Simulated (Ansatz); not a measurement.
# How much do the gradients of Zr3N4 depend on the method?

Cell: a COD entry whose atoms were relaxed with PBE, the cell held.

Space group I-43d (No. 220); a = 6.7400 Å.

```csv
site,Wyckoff,site symmetry,x,y,z
Zr,12a,-4..,0.3750,0.0000,0.2500
N,16c,.3.,0.0687,0.0687,0.0687
```

One atom of each set is listed; the run and its k-mesh use a cell of 14 atoms with edges of 5.84, 5.84, 5.84 Å.

First run. The numbers come from a DFT calculation in Ansatz (PBE, plane waves and PAW, scalar-relativistic, 420 eV cutoff, Γ-centred 6×6×6 k-points, Fermi–Dirac smearing 0.02 eV).

```
site  V_zz (10²¹ V/m²)     η
  Zr              9.98  0.00
   N              0.57  0.00
```

Second run. The same atoms and settings, except that the functional is r2SCAN and the cutoff is 500 eV.

Question: What does the second run give?

Answer: 

```json
{"site": "Zr", "V_zz": "10.11", "η": "0.00", "change of V_zz": "+0.13"}
{"site": "N", "V_zz": "0.61", "η": "0.00", "change of V_zz": "+0.04"}
```

The largest change of V_zz is on Zr, from 9.98 to 10.11. In per cent, |V_zz| changes by +1 on Zr, +7 on N (all sites that start above 0.5).

Without spin–orbit coupling (the program notes it for Zr) the gradients can shift somewhat, as the gap is small.
For the first run: With a gap of 0.7 eV on this mesh, small gradients can still move by 0.1 × 10²¹ V/m² or more as the k-mesh gets denser.
